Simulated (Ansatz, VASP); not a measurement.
**BPH3 in VASP and in Ansatz**

```
B P H
1.0
    12.90000    0.00000    0.00000
     0.00000   14.20000    0.00000
     0.00000    0.00000    3.22350
B P H
2 2 6
Direct
  0.56002 0.53569 0.00000
  0.43706 0.37578 0.50000
  0.56074 0.60959 0.50000
  0.44170 0.45034 0.00000
  0.63900 0.48926 0.00000
  0.47597 0.67385 0.50000
  0.64385 0.67589 0.50000
  0.51495 0.32753 0.50000
  0.35736 0.33031 0.50000
  0.35478 0.51305 0.00000
```

Alike in both runs: functional PBEsol; k mesh 1 × 1 × 10; occupations gaussian, width 0.05 eV; no spin polarisation.

Ansatz relaxed the structure, and its values are those at the end. VASP's run is a single point on that final structure, the one shown.

|  | VASP | Ansatz |
| --- | --- | --- |
| version | VASP 6.6.1 | Ansatz 0.2.0 |
| potentials or method | VASP PAW PBE potentials, release 64 (B, P, H) | scalar-relativistic, plane waves, PAW |
| plane-wave cutoff (eV) | 520 | 420 |
| valence electrons in the cell | 22 | 22 |

VASP gave:

| Item | Value |
| --- | --- |
| gap on the k mesh at the Fermi level (eV) | 3.42 |
| least direct gap on the mesh (eV) | 3.42 |
| rms of the force components (eV/Å) | 0.011 |

Task: Which values does Ansatz return?

Result: gap on the k mesh at the Fermi level (eV): 3.42; least direct gap on the mesh (eV): 3.42; rms of the force components (eV/Å): 0.002.

Ansatz warned: «xc_potential_rough_in_thin_density».

Caveats: the PAW data sets were made with another functional, which shifts forces and pressure a little (VASP). As with any semilocal functional, this PBEsol gap is likely too small.
